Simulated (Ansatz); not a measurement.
# Li: energy change per atom and pressure as volume scale varies

Plane-wave DFT, scalar-relativistic PAW made under PBE with cores redone for the functional, no dispersion; the given relaxed cell is scaled uniformly, energy at zero smearing counts from the unscaled cell, pressure at the given Fermi-Dirac smearing is positive in compression. The results are calculated, by Ansatz 0.2.0.

The cell before it is scaled or strained (space group Pm-3m, No. 221):
```
cell vectors (Å)
   2.7730     0.0000     0.0000
   0.0000     2.7730     0.0000
   0.0000     0.0000     2.7730
atoms (fractions of the cell vectors)
Li  0.00000  0.00000  0.00000
```

Settings of every row: spin polarised no; functional RPBE; wave cutoff 420 eV; smearing width 0.1 eV; k mesh 13x13x13.

Atom starting moment: 0 on all atoms.

Limits: the cell comes from a prototype or a list of computed structures and needn't be the stable phase.

| row | volume scale | V (Å³/atom) | energy change per atom (meV) | pressure (GPa) |
| --- | --- | --- | --- | --- |
| 1 | 0.88 | 18.764 | 12.82 | 1.83 |
| 2 | 0.92 | 19.617 | 5.21 | 1.11 |
| 3 | 0.96 | 20.47 | 1.12 | 0.5 |
| 4 | 1.04 | 22.176 | 1.38 | -0.43 |
| 5 | 1.08 | 23.029 | 4.85 | -0.79 |
| 6 | 1.12 | 23.882 | ? | ? |

Question: what energy change per atom and pressure should row 6 give?

Worked fit of energy change per atom. Take u = (V_r/V)^(2/3) − 1 with V_r = 20.47 Å³ an atom, which is twice the finite (Eulerian) strain; such expansions in the strain, on which the Birch-Murnaghan equation of state is built, carry the rest volume and the bulk modulus. The shown rows have u = 0.05973, 0.02878, 0, -0.05197, -0.07552. Least squares give energy change per atom = 1.122 + 88.06 × u + 1812.8 × u² meV; a straight line predicts inner rows, each left out in turn, worse (root mean square 3.7 against 0.075 meV). The rows lie off it by -0.03, 0.05, 0.00, -0.06, 0.04 (root mean square 0.041 meV). The withheld row has u = -0.09767, so the fit gives 1.122 + 88.06 × (-0.09767) + 1812.8 × (-0.09767)² = 9.81 meV.

The calculation gave 10.1 meV. The fit lies 0.29 meV (2.9 % of the value, 2.5 % of the column's range) below it; its largest miss of a shown row is 0.06 meV. This row lies beyond the range of the fit.

Worked fit of pressure. Take u = (V_r/V)^(2/3) − 1 with V_r = 20.47 Å³ an atom, which is twice the finite (Eulerian) strain; such expansions in the strain, on which the Birch-Murnaghan equation of state is built, carry the rest volume and the bulk modulus. The shown rows have u = 0.05973, 0.02878, 0, -0.05197, -0.07552. Least squares give pressure = 0.503 + 19.96 × u + 37.9 × u² GPa; a straight line predicts inner rows, each left out in turn, worse (root mean square 0.078 against 0.0043 GPa). All shown rows lie on it to the printed digit. The pressure vanishes at u = -0.0265, or V = 21.31 Å³ an atom, and there the bulk modulus at fixed shape and fractions is B = −V dP/dV = (2/3)(1 + u) dP/du = 11.6 GPa. The withheld row has u = -0.09767, so the fit gives 0.503 + 19.96 × (-0.09767) + 37.9 × (-0.09767)² = -1.08 GPa.

The calculation gave -1.1 GPa. The fit lies 0.02 GPa (0.68 % of the column's range) above it; its largest miss of a shown row is 0.00 GPa. This row lies beyond the range of the fit.
